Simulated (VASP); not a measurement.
# TiO2 (Rutile): cell size and functional, part 2 of 3

Which functional gives which lattice for TiO2 (Rutile)? The starting structure is a measured crystal structure from the Crystallography Open Database. The first relaxation on each setting starts from this cell expanded by 3 % in volume.

VASP 6.6.1.

Results so far: PBEsol 10.36 Å³ an atom; LDA 10.11 Å³ an atom; PBE 10.68 Å³ an atom.

## (5) Relaxation with PBEsol + D3(BJ)

Level of this step: PBEsol with D3(BJ); plane waves and PAW (Ti_sv, O) (VASP).

D3 with Becke-Johnson damping keeps a finite attraction at short range. This run starts from the cell of an earlier relaxation, which isn't shown; the restart sets up the plane waves anew.

File INCAR:

```
SYSTEM = TiO2
PREC = Accurate
ENCUT = 520
EDIFF = 1E-06
NELM = 100
ISMEAR = 0
SIGMA = 0.03
LREAL = .FALSE.
ALGO = Normal
GGA = PS
IVDW = 12
NBANDS = 30
LASPH = .TRUE.
LORBIT = 11
LWAVE = .FALSE.
LCHARG = .FALSE.
KPAR = 16
IBRION = 2
NSW = 50
ISIF = 3
EDIFFG = -0.006
```

File POSCAR:

```
TiO2
1.0
    4.5684237430      0.0000000000      0.0000000000
    0.0000000000      4.5684237430      0.0000000000
    0.0000000000      0.0000000000      2.9336065799
Ti O
2 4
Direct
    0.5000000000      0.5000000000      0.5000000000
    0.0000000000      0.0000000000      0.0000000000
    0.8038587608      0.1961412392      0.5000000000
    0.6961412392      0.6961412392      0.0000000000
    0.1961412392      0.8038587608      0.5000000000
    0.3038587608      0.3038587608      0.0000000000
```

File KPOINTS:

```
Automatic mesh
0
Gamma
6 6 8
0 0 0
```

The projector-augmented-wave data sets are Ti_sv and O (PBE family, release 64).

On the command line:

```bash
mpirun -np 16 vasp_std
```

What it wrote:

```text
[banner, memory and clock lines left out]
running   16 mpi-ranks, on    1 nodes
[...]
[... a notice as in an earlier step ...]

 [... a notice as in an earlier step ...]

 LDA part: xc-table for (Slater+PW92), standard interpolation
 POSCAR, INCAR and KPOINTS ok, starting setup
[...]
entering main loop
       N       E                     dE             d eps       ncg     rms          rms(c)
DAV:   1     0.667507146331E+03    0.66751E+03   -0.24695E+04  3000   0.190E+03
DAV:   2     0.399390162757E+02   -0.62757E+03   -0.59507E+03  3200   0.557E+02
DAV:   3    -0.674165917226E+02   -0.10736E+03   -0.10407E+03  4634   0.206E+02
DAV:   4    -0.722742940778E+02   -0.48577E+01   -0.48517E+01  4010   0.444E+01
[...]
DAV:  13    -0.560884176821E+02    0.21490E-03   -0.71297E-04  3648   0.265E-01    0.303E-02
DAV:  14    -0.560884167306E+02    0.95154E-06   -0.42111E-05  3810   0.579E-02    0.103E-02
DAV:  15    -0.560884174792E+02   -0.74867E-06   -0.40248E-06  3140   0.137E-02
   1 F= -.57390332E+02 E0= -.57390332E+02  d E =-.573903E+02
[...]
reached required accuracy - stopping structural energy minimisation
```

Elapsed: 7.4 s, on 16 MPI ranks of AMD EPYC 9R45, shared host; peak memory 3.7 GiB; 1.8 min of CPU time.

From OUTCAR (step 5):

```text
 Edisp (eV)   -1.30191

  Total      -0.02575    -0.02575    -0.01872     0.00000     0.00000     0.00000
  in kB      -0.67392    -0.67392    -0.48987     0.00000     0.00000     0.00000
  external pressure =       -0.61 kB  Pullay stress =        0.00 kB

 POSITION                                       TOTAL-FORCE (eV/Angst)
 -----------------------------------------------------------------------------------
      2.28421      2.28421      1.46680         0.000000      0.000000     -0.000000
      0.00000      0.00000      0.00000         0.000000      0.000000     -0.000000
      3.67237      0.89606      1.46680         0.001235     -0.001235     -0.000000
      3.18027      3.18027      0.00000        -0.001235     -0.001235     -0.000000
      0.89606      3.67237      1.46680        -0.001235      0.001235     -0.000000
      1.38816      1.38816      0.00000         0.001235      0.001235      0.000000
 -----------------------------------------------------------------------------------
    total drift:                                0.000000      0.000000      0.000000

  FREE ENERGIE OF THE ION-ELECTRON SYSTEM (eV)
  ---------------------------------------------------
  free  energy   TOTEN  =       -57.3903320069 eV

  energy  without entropy=      -57.3903320069  energy(sigma->0) =      -57.39033201

[... 2 parts as in an earlier step ...]

[... 2 further parts left out ...]
[key lines of the parts left out:]
E-fermi :   5.2095
```

With PBEsol + D3(BJ) the relaxed cell holds 10.204 Å³ an atom, -1.83 % against the measured cell, with a = 4.568 Å and c = 2.934 Å. That is -1.46 % from PBEsol. Pressures at 0.985 and 1.015 times this volume, from two more relaxations that aren't shown, give a bulk modulus of 233.3 GPa.

## (6) Relaxation with r2SCAN

r2SCAN adds the kinetic-energy density, costs more than a GGA and is run with LASPH. This run starts from the cell of an earlier relaxation, which isn't shown; the restart sets up the plane waves anew.

INCAR: that of step 5 with these lines changed.

```diff
@@ -9,6 +9,5 @@
 ALGO = Normal
-GGA = PS
-IVDW = 12
+METAGGA = R2SCAN
+LASPH = .TRUE.
 NBANDS = 30
-LASPH = .TRUE.
 LORBIT = 11
```

File POSCAR:

```
TiO2
1.0
    4.6027520858      0.0000000000      0.0000000000
    0.0000000000      4.6027520858      0.0000000000
    0.0000000000      0.0000000000      2.9613110278
Ti O
2 4
Direct
    0.5000000000      0.5000000000      0.5000000000
    0.0000000000      0.0000000000      0.0000000000
    0.8045366633      0.1954633367      0.5000000000
    0.6954633367      0.6954633367      0.0000000000
    0.1954633367      0.8045366633      0.5000000000
    0.3045366633      0.3045366633      0.0000000000
```

KPOINTS is that of step 5.

On the command line:

```bash
mpirun -np 16 vasp_std
```

What it wrote:

```text
[banner, memory and clock lines left out]
running   16 mpi-ranks, on    1 nodes
[...]
[... a notice as in an earlier step ...]

 [... a notice as in an earlier step ...]

 LDA part: xc-table for (None), standard interpolation
 POSCAR, INCAR and KPOINTS ok, starting setup
[...]
entering main loop
       N       E                     dE             d eps       ncg     rms          rms(c)
DAV:   1     0.661181045131E+03    0.66118E+03   -0.25080E+04  3000   0.193E+03
DAV:   2     0.941763213352E+01   -0.65176E+03   -0.61784E+03  3262   0.570E+02
DAV:   3    -0.966278269193E+02   -0.10605E+03   -0.10384E+03  4538   0.212E+02
DAV:   4    -0.101790128769E+03   -0.51623E+01   -0.51547E+01  4242   0.452E+01
[...]
DAV:  12    -0.697960813510E+02   -0.13263E-03   -0.61781E-04  3592   0.209E-01    0.265E-02
DAV:  13    -0.697960839167E+02   -0.25658E-05   -0.13413E-04  4184   0.744E-02    0.155E-02
DAV:  14    -0.697960829455E+02    0.97123E-06   -0.37702E-06  2640   0.152E-02
[...]
DAV:   2    -0.697961421960E+02    0.28087E-03   -0.12405E-03  3580   0.326E-01    0.756E-02
DAV:   3    -0.697960716911E+02    0.70505E-04   -0.47817E-04  3172   0.158E-01    0.158E-02
DAV:   4    -0.697960794644E+02   -0.77732E-05   -0.81301E-05  4016   0.475E-02    0.113E-02
DAV:   5    -0.697960803738E+02   -0.90940E-06   -0.15684E-06  1956   0.977E-03
   2 F= -.69796080E+02 E0= -.69796080E+02  d E =0.257174E-05
 trial-energy change:    0.000003  1 .order   -0.000010   -0.000051    0.000032
 step:   0.4036(harm=  0.6155)  dis= 0.00005  next Energy=   -69.796092 (dE=-0.945E-05)
[...]
N       E                     dE             d eps       ncg     rms          rms(c)
DAV:   1    -0.697962280189E+02   -0.14855E-03   -0.43438E-03  3912   0.696E-01    0.101E-01
DAV:   2    -0.697961300339E+02    0.97985E-04   -0.46471E-04  3552   0.191E-01    0.468E-02
DAV:   3    -0.697961045828E+02    0.25451E-04   -0.16473E-04  3376   0.956E-02    0.953E-03
DAV:   4    -0.697961048017E+02   -0.21888E-06   -0.24853E-05  3866   0.276E-02    0.522E-03
DAV:   5    -0.697961045860E+02    0.21563E-06   -0.40443E-07  1608   0.534E-03
   3 F= -.69796105E+02 E0= -.69796105E+02  d E =-.216405E-04
[...]
reached required accuracy - stopping structural energy minimisation
```

Wall time 43 s (16 MPI ranks); peak memory 3.8 GiB; 11 min of CPU time.

From OUTCAR (step 6):

```text
  Total       -0.0029863     -0.0029863      0.0119007      0.0000000      0.0000000      0.0000000
  in kB       -0.0762968     -0.0762968      0.3040544      0.0000000      0.0000000      0.0000000
  external PRESSURE =       0.0504870 kB  Pullay stress =       0.0000000 kB

 POSITION                                       TOTAL-FORCE (eV/Angst)
 -----------------------------------------------------------------------------------
      2.30108      2.30108      1.48040        -0.000000      0.000000      0.000000
      0.00000     -0.00000      0.00000        -0.000000      0.000000      0.000000
      3.70266      0.89950      1.48040         0.000373     -0.000373     -0.000000
      3.20058      3.20058      0.00000        -0.000373     -0.000373     -0.000000
      0.89950      3.70266      1.48040        -0.000373      0.000373      0.000000
      1.40158      1.40158      0.00000         0.000373      0.000373      0.000000
 -----------------------------------------------------------------------------------
    total drift:                                0.000000     -0.000000      0.000000

  FREE ENERGIE OF THE ION-ELECTRON SYSTEM (eV)
  ---------------------------------------------------
  free  energy   TOTEN  =       -69.7961045860 eV

  energy  without entropy=      -69.7961045860  energy(sigma->0) =      -69.79610459

[... 2 parts as in an earlier step ...]

[... 2 further parts left out ...]
[key lines of the parts left out:]
E-fermi :   4.7928
```

With r2SCAN the relaxed cell holds 10.452 Å³ an atom, +0.55 % against the measured cell, with a = 4.602 Å and c = 2.961 Å. That is +0.93 % from PBEsol. Pressures at 0.985 and 1.015 times this volume, from two more relaxations that aren't shown, give a bulk modulus of 230.1 GPa.

## (7) Relaxation with r2SCAN + rVV10

rVV10 adds a nonlocal correlation energy for dispersion. This run starts from the cell of an earlier relaxation, which isn't shown; the restart sets up the plane waves anew.

INCAR: that of step 6 with these lines changed.

```diff
@@ -10,2 +10,6 @@
 METAGGA = R2SCAN
+LUSE_VDW = .TRUE.
+IVDW_NL = 2
+BPARAM = 11.95
+CPARAM = 0.0093
 LASPH = .TRUE.
```

File POSCAR:

```
TiO2
1.0
    4.5898758903      0.0000000000      0.0000000000
    0.0000000000      4.5898758903      0.0000000000
    0.0000000000      0.0000000000      2.9579344712
Ti O
2 4
Direct
    0.5000000000      0.5000000000      0.5000000000
    0.0000000000      0.0000000000      0.0000000000
    0.8042341315      0.1957658685      0.5000000000
    0.6957658685      0.6957658685      0.0000000000
    0.1957658685      0.8042341315      0.5000000000
    0.3042341315      0.3042341315      0.0000000000
```

KPOINTS is that of step 6.

On the command line:

```bash
mpirun -np 16 vasp_std
```

What it wrote:

```text
[banner, memory and clock lines left out]
running   16 mpi-ranks, on    1 nodes
[...]
[... a notice as in an earlier step ...]

|                                                                             |
|               ----> ADVICE to this user running VASP <----                  |
|                                                                             |
|     You have switched on vdW-DFT.                                           |
|     This routine was written and supplied by Jiri Klimes. We recommend      |
|     that you carefully read and cite the following publications:            |
|       J. Klimes, D.R. Bowler, A. Michelides                                 |
|          J. Phys.: Cond Matt. 22 022201 (2010)                              |
|       J. Klimes, D.R. Bowler, A. Michelides                                 |
|          Phys. Rev. B. 83, 195131 (2011)                                    |
|     and references therein.                                                 |
[...]
Total rVV10 correction in eV:      1.2164851    48.0108881
Total rVV10 correction in eV:      1.2164851    48.0108881
Total rVV10 correction in eV:      1.2164851    48.0108881
Total rVV10 correction in eV:      1.2164851    48.0108881
Total rVV10 correction in eV:      1.2164831    48.0108881
Total rVV10 correction in eV:      1.2164831    48.0108881
Total rVV10 correction in eV:      1.2164831    48.0108881
Total rVV10 correction in eV:      1.2164831    48.0108881
Total rVV10 correction in eV:      1.2164831    48.0108881
Total rVV10 correction in eV:      1.2164831    48.0108881
Total rVV10 correction in eV:      1.2164831    48.0108881
Total rVV10 correction in eV:      1.2164831    48.0108881
Total rVV10 correction in eV:      1.2164831    48.0108881
Total rVV10 correction in eV:      1.2164831    48.0108881
Total rVV10 correction in eV:      1.2164831    48.0108881
Total rVV10 correction in eV:      1.2164831    48.0108881
Total rVV10 correction in eV:      1.2164831    48.0108881
Total rVV10 correction in eV:      1.2164831    48.0108881
Total rVV10 correction in eV:      1.2164831    48.0108881
Total rVV10 correction in eV:      1.2164831    48.0108881
   1 F= -.68575499E+02 E0= -.68575499E+02  d E =-.685755E+02
[...]
reached required accuracy - stopping structural energy minimisation
```

Wall time 49 s (16 MPI ranks); peak memory 5.6 GiB.

Parts of OUTCAR (step 7):

```text
  Total       -0.0081822     -0.0081822      0.0298545      0.0000000      0.0000000      0.0000000
  in kB       -0.2103738     -0.2103738      0.7675918      0.0000000      0.0000000      0.0000000
  external PRESSURE =       0.1156147 kB  Pullay stress =       0.0000000 kB

 POSITION                                       TOTAL-FORCE (eV/Angst)
 -----------------------------------------------------------------------------------
      2.29494      2.29494      1.47897         0.000000      0.000000     -0.000000
      0.00000      0.00000      0.00000         0.000000      0.000000     -0.000000
      3.69133      0.89854      1.47897         0.000942     -0.000942     -0.000000
      3.19348      3.19348      0.00000        -0.000942     -0.000942     -0.000000
      0.89854      3.69133      1.47897        -0.000942      0.000942     -0.000000
      1.39640      1.39640      0.00000         0.000942      0.000942      0.000000
 -----------------------------------------------------------------------------------
    total drift:                                0.000000      0.000000      0.000000

  FREE ENERGIE OF THE ION-ELECTRON SYSTEM (eV)
  ---------------------------------------------------
  free  energy   TOTEN  =       -68.5754993626 eV

  energy  without entropy=      -68.5754993626  energy(sigma->0) =      -68.57549936

[... 2 parts as in an earlier step ...]

[... 2 further parts left out ...]
[key lines of the parts left out:]
E-fermi :   4.6934
```

With r2SCAN + rVV10 the relaxed cell holds 10.386 Å³ an atom, -0.08 % against the measured cell, with a = 4.590 Å and c = 2.958 Å. That is +0.30 % from PBEsol. Pressures at 0.985 and 1.015 times this volume, from two more relaxations that aren't shown, give a bulk modulus of 236.2 GPa.

## (8) Relaxation with vdW-DF-cx

vdW-DF-cx takes its exchange from the same plasmon model as its correlation. This run starts from the cell of an earlier relaxation, which isn't shown; the restart sets up the plane waves anew.

INCAR: that of step 7 with these lines changed.

```diff
@@ -9,7 +9,5 @@
 ALGO = Normal
-METAGGA = R2SCAN
+GGA = CX
+AGGAC = 0
 LUSE_VDW = .TRUE.
-IVDW_NL = 2
-BPARAM = 11.95
-CPARAM = 0.0093
 LASPH = .TRUE.
```

File POSCAR:

```
TiO2
1.0
    4.6020122821      0.0000000000      0.0000000000
    0.0000000000      4.6020122821      0.0000000000
    0.0000000000      0.0000000000      2.9529211718
Ti O
2 4
Direct
    0.5000000000      0.5000000000      0.5000000000
    0.0000000000      0.0000000000      0.0000000000
    0.8041310871      0.1958689129      0.5000000000
    0.6958689129      0.6958689129      0.0000000000
    0.1958689129      0.8041310871      0.5000000000
    0.3041310871      0.3041310871      0.0000000000
```

KPOINTS is that of step 7.

On the command line:

```bash
mpirun -np 16 vasp_std
```

What it wrote:

```text
[banner, memory and clock lines left out]
running   16 mpi-ranks, on    1 nodes
[...]
[... a notice as in an earlier step ...]

 [... a notice as in an earlier step ...]

 [... a notice as in an earlier step ...]

 LDA part: xc-table for (Slater+PW92), standard interpolation
 POSCAR, INCAR and KPOINTS ok, starting setup
[...]
entering main loop
       N       E                     dE             d eps       ncg     rms          rms(c)
DAV:   1     0.678750638246E+03    0.67875E+03   -0.24665E+04  3000   0.189E+03
DAV:   2     0.478505359856E+02   -0.63090E+03   -0.59741E+03  3280   0.554E+02
DAV:   3    -0.545154874579E+02   -0.10237E+03   -0.10000E+03  4504   0.204E+02
DAV:   4    -0.591587670302E+02   -0.46433E+01   -0.46379E+01  4122   0.435E+01
[...]
DAV:  13    -0.423872135265E+02    0.15915E-03   -0.50505E-04  3594   0.236E-01    0.226E-02
DAV:  14    -0.423872147213E+02   -0.11948E-05   -0.51333E-05  4114   0.625E-02    0.100E-02
DAV:  15    -0.423872152753E+02   -0.55397E-06   -0.78198E-06  3458   0.297E-02
   1 F= -.42387215E+02 E0= -.42387215E+02  d E =-.423872E+02
[...]
N       E                     dE             d eps       ncg     rms          rms(c)
DAV:   1    -0.423873833954E+02   -0.16867E-03   -0.51005E-03  4096   0.759E-01    0.116E-01
DAV:   2    -0.423872460968E+02    0.13730E-03   -0.55336E-04  3540   0.220E-01    0.476E-02
DAV:   3    -0.423872184027E+02    0.27694E-04   -0.21912E-04  3370   0.913E-02    0.130E-02
DAV:   4    -0.423872191531E+02   -0.75042E-06   -0.40562E-05  3994   0.325E-02    0.104E-02
DAV:   5    -0.423872206025E+02   -0.14494E-05   -0.20531E-06  2018   0.149E-02    0.540E-03
DAV:   6    -0.423872233996E+02   -0.27971E-05   -0.49082E-06  3264   0.952E-03    0.316E-03
DAV:   7    -0.423872236681E+02   -0.26853E-06   -0.34740E-07  1548   0.385E-03
   2 F= -.42387224E+02 E0= -.42387224E+02  d E =-.839288E-05
 trial-energy change:   -0.000008  1 .order   -0.000004   -0.000021    0.000013
 step:   0.7590(harm=  0.6272)  dis= 0.00001  next Energy=   -42.387225 (dE=-0.986E-05)
 reached required accuracy - stopping structural energy minimisation
```

Wall time 53 s (16 MPI ranks); peak memory 6.9 GiB.

(Continued in part 3 of 3.)

[Lines on the potential files, build, host, timing and source positions are cut from VASP's logs without a mark.]

[Logs are printed without paths, hosts, clocks, repeated set-up lines and the standing remarks that a program may print on its own settings, such as how far it seeks lower states.]

[Hosts, paths, dates, database ids (printed as entryN), source tags and the programs' standing remarks are cut or masked in the printed files.]
